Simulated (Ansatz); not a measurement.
A (001) slab of TiAl₃ (I4/mmm (No. 139)), 7 planes, outer planes Al (top) and Al (bottom), with 14 atoms (Ti3Al11) in a surface cell of A = 14.787 Å², as cut from the bulk:

```
CELL_PARAMETERS angstrom
3.84535 0.00000 0.00000
0.00000 3.84535 0.00000
0.00000 0.00000 27.93421
ATOMIC_POSITIONS crystal
Al 0.50000 0.00000 0.26849
Al 0.00000 0.50000 0.26849
Ti 0.50000 0.50000 0.34566
Al 0.00000 0.00000 0.34566
Al 0.00000 0.50000 0.42283
Al 0.50000 0.00000 0.42283
Ti 0.00000 0.00000 0.50000
Al 0.50000 0.50000 0.50000
Al 0.50000 0.00000 0.57717
Al 0.00000 0.50000 0.57717
Ti 0.50000 0.50000 0.65434
Al 0.00000 0.00000 0.65434
Al 0.00000 0.50000 0.73151
Al 0.50000 0.00000 0.73151
```

All numbers below come from Ansatz 0.2.0, DFT PBE, scalar-relativistic, plane waves, PAW. Plane waves to 420 eV, a k mesh through Γ of 9×9×1 on the computed 14-atom cell and Gaussian smearing (0.10 eV); no spin polarisation. The cell repeats along c with a dipole correction in the vacuum.

The relaxed slab holds 3 formula units of TiAl3 and 2 further Al. Against those formula units in the bulk and the further Al in its standard state it lies 2.267 eV higher. The formation energy of TiAl3 from the standard states is -1.582 eV a formula unit (uncorrected, no zero-point or thermal terms).

(1) Over what range can the chemical potential of Al vary, and what is the surface energy at both ends?

(2) How does its energy depend on growth conditions?

Answers

(1) In contact with the bulk, 3μ(Al) + μ(Ti) is fixed. With Δμ counted from the standard states, Δμ(Al) ≤ 0 keeps elemental Al from forming, and Δμ(Ti) ≤ 0 requires Δμ(Al) ≥ ΔH/3 = -0.527 eV. Other compounds of Al and Ti can narrow this range. Then γ, the mean of both faces, = [2.267 eV − 2.00·Δμ(Al)]/(2A). At the Al-rich end (Δμ = 0): 2.267/(2 × 14.787) × 16.02 = 1.23 J/m². At the Al-poor end: (2.267 + 1.054)/(2 × 14.787) × 16.02 = 1.80 J/m².

(2) It carries an excess of Al, so its energy falls by 1.08 J/m² for each eV that μ(Al) rises: Al-rich conditions lower it; whether it appears depends on the other terminations.

The Al-terminated face costs 1.23 J/m² at the Al-rich end and 1.80 J/m² at the Al-poor end. Because the slab is mirror-symmetric about its central Ti–Al plane, these averages apply to each face individually. The rise reflects the price of the extra Al: the lower its chemical potential, the more it costs to keep these atoms at the surface rather than return them to the reservoir. The width of the range in turn comes from the strong Ti–Al bonding in the compound, where Ti d states hybridise with Al sp states.

In this termination the outermost Ti atoms lie one plane down and keep their full shell of Al nearest neighbours, while the surface Al atoms lose both Ti and Al neighbours. Sparing the Ti coordination probably helps to limit the surface energy, though only a comparison with the mixed Ti–Al termination could test this. Nor is either value half the cleavage energy, since parting the crystal between adjacent planes exposes one Al face and one mixed face.
